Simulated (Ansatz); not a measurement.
# Calculated with Ansatz: CdI₂, vacancy hop by nudged elastic band

Run with:

```bash
ansatz run input.yaml --threads 4 --pin off --max-ram 8192MiB --backend cpu --events-out ev --progress --plain --runs-dir out
```

Input:

```yaml
crystal:
  lattice:
    - [4.22103168, 7.31104134, 0.0]
    - [-4.221034, 7.31104267, 0.0]
    - [0.0, 0.0, 13.643764]
  atoms:
    - { symbol: Cd, position: [0.00109233, 0.00365717, 0.00016142] }
    - { symbol: I, position: [0.17123799, 0.16469478, 0.12321547] }
    - { symbol: Cd, position: [-0.00017847, -0.00045811, 0.49605833] }
    - { symbol: I, position: [0.16847689, 0.16560752, 0.62584907] }
    - { symbol: I, position: [0.33453767, 0.33290521, 0.87709821] }
    - { symbol: Cd, position: [-0.00056387, 0.49889129, -1.637e-05] }
    - { symbol: I, position: [0.16771565, 0.66936941, 0.12505521] }
    - { symbol: I, position: [0.33311535, 0.83475387, 0.37240774] }
    - { symbol: Cd, position: [0.00417079, 0.49936605, 0.50084217] }
    - { symbol: I, position: [0.1687252, 0.66141231, 0.62418981] }
    - { symbol: I, position: [0.33133385, 0.8337597, 0.87529558] }
    - { symbol: Cd, position: [0.50532114, -0.00412379, -0.00175852] }
    - { symbol: I, position: [0.66812672, 0.16493167, 0.12497966] }
    - { symbol: I, position: [0.83363659, 0.33494114, 0.37360322] }
    - { symbol: Cd, position: [0.50082466, -0.00359744, 0.49686876] }
    - { symbol: I, position: [0.67297473, 0.16191735, 0.62544523] }
    - { symbol: I, position: [0.83494842, 0.32956629, 0.87284906] }
    - { symbol: Cd, position: [0.49953821, 0.50330666, -0.00286515] }
    - { symbol: I, position: [0.66744849, 0.66752716, 0.12420934] }
    - { symbol: I, position: [0.83476151, 0.8344905, 0.37668068] }
    - { symbol: Cd, position: [0.49806634, 0.49846896, 0.49882362] }
    - { symbol: I, position: [0.66568053, 0.66876447, 0.6258691] }
    - { symbol: I, position: [0.83329304, 0.83372632, 0.87390769] }
kpoints:
  mp_grid: { grid: [2, 2, 1] }
magnetization:
  spin_polarized: false
scf:
  occupations: { method: fermi_dirac, width: 0.1 }
hamiltonian:
  pseudopotentials: { kind: paw }
  xc: pbe
basis:
  ecutwfc: 420
neb:
  images: 3
  relax_end_points: true
  climbing: true
  f_tol: 0.05
  max_iterations: 40
  order_check: false
  final_atoms:
    - { symbol: Cd, position: [0.00109233, 0.00365717, 0.00016142] }
    - { symbol: I, position: [0.17123799, 0.16469478, 0.12321547] }
    - { symbol: Cd, position: [-0.00017847, -0.00045811, 0.49605833] }
    - { symbol: I, position: [0.16847689, 0.16560752, 0.62584907] }
    - { symbol: I, position: [0.33453767, 0.33290521, 0.87709821] }
    - { symbol: Cd, position: [-0.00056387, 0.49889129, -1.637e-05] }
    - { symbol: I, position: [0.16771565, 0.66936941, 0.12505521] }
    - { symbol: I, position: [0.33311535, 0.83475387, 0.37240774] }
    - { symbol: Cd, position: [0.00417079, 0.49936605, 0.50084217] }
    - { symbol: I, position: [0.33282491, 0.33408677, 0.37316256] }
    - { symbol: I, position: [0.33133385, 0.8337597, 0.87529558] }
    - { symbol: Cd, position: [0.50532114, -0.00412379, -0.00175852] }
    - { symbol: I, position: [0.66812672, 0.16493167, 0.12497966] }
    - { symbol: I, position: [0.83363659, 0.33494114, 0.37360322] }
    - { symbol: Cd, position: [0.50082466, -0.00359744, 0.49686876] }
    - { symbol: I, position: [0.67297473, 0.16191735, 0.62544523] }
    - { symbol: I, position: [0.83494842, 0.32956629, 0.87284906] }
    - { symbol: Cd, position: [0.49953821, 0.50330666, -0.00286515] }
    - { symbol: I, position: [0.66744849, 0.66752716, 0.12420934] }
    - { symbol: I, position: [0.83476151, 0.8344905, 0.37668068] }
    - { symbol: Cd, position: [0.49806634, 0.49846896, 0.49882362] }
    - { symbol: I, position: [0.66568053, 0.66876447, 0.6258691] }
    - { symbol: I, position: [0.83329304, 0.83372632, 0.87390769] }
```

Origin of the cell: a database entry, scaled a little.

The cell is 2×2×2 cells of CdI2 with one I taken out; atom 10 (I) hops into the empty site, 4.18 Å away before the end points are relaxed. All atoms were shaken by about 0.02 Å first.

Output (shortened):

```
SCF iter   1: F=—  HF=-178740.564600 eV  Δρ=1.29e-3  dr2=1.08e-1  defer=75
SCF iter   2: F=—  HF=-178740.559140 eV  Δρ=1.13e-3  dr2=5.75e-2  defer=84
SCF iter   3: F=—  HF=-178740.549793 eV  Δρ=6.97e-4  dr2=1.93e-2  defer=84
[… 4 lines left out …]
SCF iter   8: F=—  HF=-178740.545734 eV  Δρ=8.94e-6  dr2=1.57e-6  defer=80
SCF iter   9: F=—  HF=-178740.545735 eV  Δρ=3.82e-6  dr2=2.41e-7  defer=80
SCF iter  10: F=-178740.545735 eV  HF=-178740.545735 eV  Δρ=1.62e-6  dr2=4.20e-8
NEB iter   1: max|band force component| = 7.997e0 eV/Å  barrier→ = 4.5940 eV  barrier← = 4.5940 eV  Δτ_max = 0.2000 Å  (54 SCF iters)
NEB iter   2: max|band force component| = 3.225e0 eV/Å  barrier→ = 1.8392 eV  barrier← = 1.8392 eV  Δτ_max = 0.1510 Å  (28 SCF iters)
NEB iter   3: max|band force component| = 1.336e0 eV/Å  barrier→ = 1.0364 eV  barrier← = 1.0364 eV  Δτ_max = 0.1188 Å  (28 SCF iters)
NEB iter   4: max|band force component| = 3.474e-1 eV/Å  barrier→ = 0.7743 eV  barrier← = 0.7743 eV  CI = image 2  Δτ_max = 0.1034 Å  (27 SCF iters)
NEB iter   5: max|band force component| = 1.533e-1 eV/Å  barrier→ = 0.7462 eV  barrier← = 0.7462 eV  CI = image 2  Δτ_max = 0.2000 Å  (27 SCF iters)
NEB iter   6: max|band force component| = 4.420e-1 eV/Å  barrier→ = 0.8062 eV  barrier← = 0.8062 eV  CI = image 2  Δτ_max = 0.1013 Å  (29 SCF iters)
NEB iter   7: max|band force component| = 1.416e-1 eV/Å  barrier→ = 0.7222 eV  barrier← = 0.7222 eV  CI = image 2  Δτ_max = 0.0528 Å  (27 SCF iters)
NEB iter   8: max|band force component| = 4.904e-2 eV/Å  barrier→ = 0.7160 eV  barrier← = 0.7160 eV  CI = image 2  Δτ_max = 0.0163 Å  (24 SCF iters)
NEB iter   9: max|band force component| = 4.727e-2 eV/Å  barrier→ = 0.7143 eV  barrier← = 0.7143 eV  CI = image 2  Δτ_max = 0.0248 Å  (7 SCF iters)
NEB iter  10: max|band force component| = 5.558e-2 eV/Å  barrier→ = 0.7131 eV  barrier← = 0.7131 eV  CI = image 2  Δτ_max = 0.0243 Å  (8 SCF iters)
NEB iter  11: max|band force component| = 2.902e-2 eV/Å  barrier→ = 0.7130 eV  barrier← = 0.7130 eV  CI = image 2  Δτ_max = 0.0000 Å  (18 SCF iters)
--- NEB band (5 images, 11 band iterations, 277 SCF iterations, 76 more in tests of the images' electronic states and relaxations of end points) ---
  forward barrier  = 0.713033 eV
  backward barrier = 0.713008 eV
  lagrangian_above_aufbau_ev (what the smearing adds, to first order; not taken off the barriers): saddle image -0.078103 eV, end points -0.112143 and -0.111501 eV
  climbing image's point = of an order that was not read
  energies are F+E_penalty+E_count in eV, relative to image 0
  image     s (Å)  Δ vs image 0  max|band force component| (eV/Å)
      0    0.0000      0.000000                                 —
      1    1.2081      0.288087                          2.902e-2
  *   2    2.4162      0.713033                          6.599e-3
      3    3.6293      0.287232                          2.341e-2
      4    4.8422      0.000025                                 —
```

The converged band:

```csv
image,path over all atoms (Å),ΔF (eV),I x,y,z (Å)
0,0.00,0.000,-2.09,6.08,8.46
1,1.21,0.288,-1.58,5.80,7.77
2,2.42,0.713,-1.04,5.49,6.82
3,3.63,0.287,-0.52,5.19,5.85
4,4.84,0.000,-0.01,4.89,5.16
```

Highest image (2), forces in eV/Å:

```xyz
23
Lattice="4.221 7.311 0.000 -4.221 7.311 0.000 0.000 0.000 13.644" Properties=species:S:1:pos:R:3:forces:R:3 pbc="T T T" image=2
Cd    0.013    0.001    0.088   -0.001    0.001    0.003
I     0.035    2.501    1.715    0.002   -0.001    0.000
Cd    0.106   -0.053    6.523    0.002   -0.001   -0.004
I     0.075    2.140    8.569    0.004    0.000    0.001
I    -0.020    4.895   11.814   -0.001    0.001    0.000
Cd   -2.093    3.679   -0.010   -0.001   -0.001    0.000
I    -2.076    6.082    1.810    0.001   -0.001    0.000
I    -2.173    8.835    5.056   -0.003   -0.001   -0.001
Cd   -2.427    3.109    6.809   -0.001    0.000   -0.001
I    -1.043    5.485    6.818    0.001    0.000    0.000
I    -2.131    8.476   11.909   -0.001    0.002    0.000
Cd    2.112    3.664   -0.109    0.000    0.000   -0.003
I     2.081    6.045    1.715    0.002   -0.002   -0.001
I     2.227    8.473    4.663   -0.003    0.002    0.002
Cd    2.013    3.721    7.105   -0.002    0.001    0.007
I     2.412    6.190    8.569    0.002   -0.003    0.001
I     2.136    8.524   11.942   -0.001    0.001    0.000
Cd   -0.003    7.298   -0.010    0.000    0.001    0.000
I    -0.012    9.764    1.682    0.003   -0.002    0.000
I    -0.287   12.099    5.057   -0.001    0.003   -0.001
Cd    0.321    7.873    6.804   -0.002    0.000   -0.002
I    -0.100    9.814    8.958    0.002   -0.001   -0.001
I     0.044   12.243   11.909   -0.001    0.000    0.000
```

Barrier of this path: 0.71 eV forwards, 0.71 eV backwards, after 11 band iterations.

Caveats: no moments, though an odd count or open d shells may carry them; no spin-orbit coupling, though heavy elements are present; the k mesh is coarse if the cell is a metal; a small cell with a neutral vacancy and no spin, whose shape can make like sites unlike; the cell is held at a rescaled volume, and strain moves barriers; the hop was drawn among near neighbours and need not be the easiest path; few images and a loose tolerance, and neither the top nor the ends were tested for their order.

Time: 15 min on 4 threads of Arm Neoverse V1, with other jobs on the host, peak memory 4.8 GiB, from the program's own first density.
